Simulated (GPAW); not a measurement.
A run of GPAW 26.7.0:

Contents of run.py:

```python
import json
import numpy as np
from ase import Atoms
from ase.dft.bandgap import bandgap
from ase.io import write
from gpaw import GPAW, PW, setup_paths
from gpaw.response.g0w0 import G0W0

setup_paths.insert(0, '.')

atoms = Atoms(['S', 'Mg'],
              cell=[[0.0, 2.60165, 2.60165],
                    [2.60165, 0.0, 2.60165],
                    [2.60165, 2.60165, 0.0]],
              scaled_positions=[[0.5, 0.5, 0.5],
                                [0.0, 0.0, 0.0]],
              pbc=True)

calc = GPAW(mode=PW(600),
            xc='PBEsol',
            kpts={'size': (4, 4, 4), 'gamma': True},
            occupations={'name': 'fermi-dirac', 'width': 0.001},
            nbands=16,
            convergence={'density': 1e-06},
            maxiter=150,
            txt='gpaw.txt')
atoms.calc = calc
energy = atoms.get_potential_energy()
calc.write('gs.gpw')
write('result.traj', atoms)
print(f'Energy: {energy:.6f} eV')
print('Fermi level:', round(calc.get_fermi_level(), 4), 'eV')
print(f'Gap: {bandgap(calc)[0]:.4f} eV, direct: {bandgap(calc, direct=True)[0]:.4f} eV')

calc.diagonalize_full_hamiltonian(nbands=150)
calc.write('full.gpw', mode='all')

ibz = calc.get_ibz_k_points()
gap, vbm, cbm = bandgap(calc, output=None)
gap, direct, _ = bandgap(calc, direct=True, output=None)
gamma = int(np.abs(ibz).sum(1).argmin())
kpts = sorted({gamma, vbm[1], cbm[1], direct[1]})
gw = G0W0(calc='full.gpw',
          filename='gw',
          ecut=150,
          ecut_extrapolation=True,
          relbands=(-2, 2),
          kpts=kpts,
          integrate_gamma='WS',
          ppa=True)
gw.calculate()
results = {mode: {key: np.asarray(r[key]).tolist() for key in ['f', 'eps', 'vxc', 'exx', 'sigma', 'Z', 'qp', 'sigma_eskn']}
           for mode, r in gw.all_results.items()}
json.dump({'kpts': ibz[kpts].tolist(), 'results': results}, open('gw.json', 'w'))
for mode, r in results.items():
    f, qp = np.array(r['f']), np.array(r['qp'])
    print(mode, 'quasiparticle energies (eV):')
    print(qp.round(3))
    print(mode, 'gap:', round(qp[f < 0.5].min() - qp[f > 0.5].max(), 4), 'eV')
```

Potentials or basis: PAW data sets generated in the run's folder for this functional, pw.

The run is started by

```sh
$ gpaw-setup -x -f PBEsol Mg S
$ OMP_NUM_THREADS=1 python run.py
```

Hardware: 1 thread of Arm Neoverse V1, with other jobs on the host.

Question: How long does it take, and how much memory?

Answer: It took 3.5 min on 1 thread of Arm Neoverse V1, on a shared host, peak memory 0.35 GiB. Counts: scf iterations 10, plane waves 1243, bands 16, k points 8.
